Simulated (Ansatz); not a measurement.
## Structure types of Bi at zero pressure (relativity switched off)

Structure types of Bi are relaxed in primitive cells with their symmetry kept at 0 GPa, first on PAW files, then by LAPW. The enthalpy is E + pV at zero temperature, without zero-point motion. Only the types listed were tried, and differences under about 5 meV/atom are mesh noise.

Computed with Ansatz 0.2.0; functional PBE, non-relativistic. Settings: Fermi–Dirac smearing of 0.05 eV, no spin polarisation. Methods: LAPW: all electrons, basis error target 0.5 meV/atom.

k meshes: fcc 14×14×14, bcc 15×15×15, hcp 13×13×7, sc 13×13×13, diamond 11×11×11.

Q: Which type is lowest in enthalpy, and by how much?

A: sc, 186 meV/atom below bcc. The whole table:

```
start type         ends as          a, b, c (Å)  V (Å³/atom)  H − H(lowest), LAPW (meV/atom)
       fcc      fcc, Fm-3m  5.080, 5.080, 5.080        32.77                           292.8
       bcc      bcc, Im-3m  4.017, 4.017, 4.017        32.42                           186.4
       hcp   hcp, P6_3/mmc  3.679, 3.679, 5.572        32.66                           239.0
        sc       sc, Pm-3m  3.310, 3.310, 3.310        36.25                             0.0
   diamond  diamond, Fd-3m  7.490, 7.490, 7.490        52.52                           356.6
```
